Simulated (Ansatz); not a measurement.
Crystal: I.

```
I
1.0
     2.53835   -3.70662    0.00000
     2.53835    3.70662    0.00000
    -1.62087    0.00000    2.38110
I
1
Cartesian
  1.7279 0.0000 1.1905
```

| Quantity | Value |
| --- | --- |
| Program | Ansatz 0.2.0 |
| Task | relaxation of cell and atoms |
| Functional | PBEsol |
| Potentials or basis | all-electron LAPW, scalar-relativistic |
| Basis error allowed | 0.001 eV/atom |
| k mesh | 7 × 7 × 11 |
| Occupations | fermi-dirac, width 0.05 eV |
| Spin | no spin polarisation |

At the start: volume 44.81 Å³/atom.

Question: Where does the relaxation end?

Answer: Over 19 steps the energy falls by 72.1 meV/atom and the volume is 38.12 Å³/atom (-14.9 %); space group C2/m (No. 12, to 0.05 Å).

The path:
| step | energy change (eV) | largest force (eV/Å) | volume (Å³) |
| --- | --- | --- | --- |
| 1 | 0.0000 | 0.0000 | 44.81 |
| 2 | -0.0027 | 0.0000 | 43.87 |
| 3 | -0.0114 | 0.0000 | 40.95 |
| 4 | -0.0235 | 0.0000 | 38.52 |
| 5 | -0.0397 | 0.0000 | 36.81 |
| 6 | -0.0553 | 0.0000 | 35.83 |
| 7 | -0.0659 | 0.0000 | 36.82 |
| 8 | -0.0683 | 0.0000 | 37.17 |
| 9 | -0.0686 | 0.0000 | 37.21 |
| 10 | -0.0688 | 0.0000 | 37.54 |
| 11 | -0.0690 | 0.0000 | 37.76 |
| 12 | -0.0690 | 0.0000 | 37.80 |
| 13 | -0.0691 | 0.0000 | 37.91 |
| 14 | -0.0694 | 0.0000 | 38.43 |
| 15 | -0.0700 | 0.0000 | 39.01 |
| 16 | -0.0708 | 0.0000 | 38.51 |
| 17 | -0.0710 | 0.0000 | 38.20 |
| 18 | -0.0710 | 0.0000 | 38.12 |
| 19 | -0.0721 | 0.0000 | 38.12 |

Final structure:
```cif
data_structure
_symmetry_space_group_name_H-M 'P 1'
_symmetry_Int_Tables_number 1
_cell_length_a 4.4867
_cell_length_b 4.4867
_cell_length_c 3.1143
_cell_angle_alpha 113.026
_cell_angle_beta 113.026
_cell_angle_gamma 115.895
_cell_volume 38.12
loop_
_atom_site_label
_atom_site_type_symbol
_atom_site_fract_x
_atom_site_fract_y
_atom_site_fract_z
_atom_site_occupancy
I1 I 0.50000 0.50000 0.50000 1
```
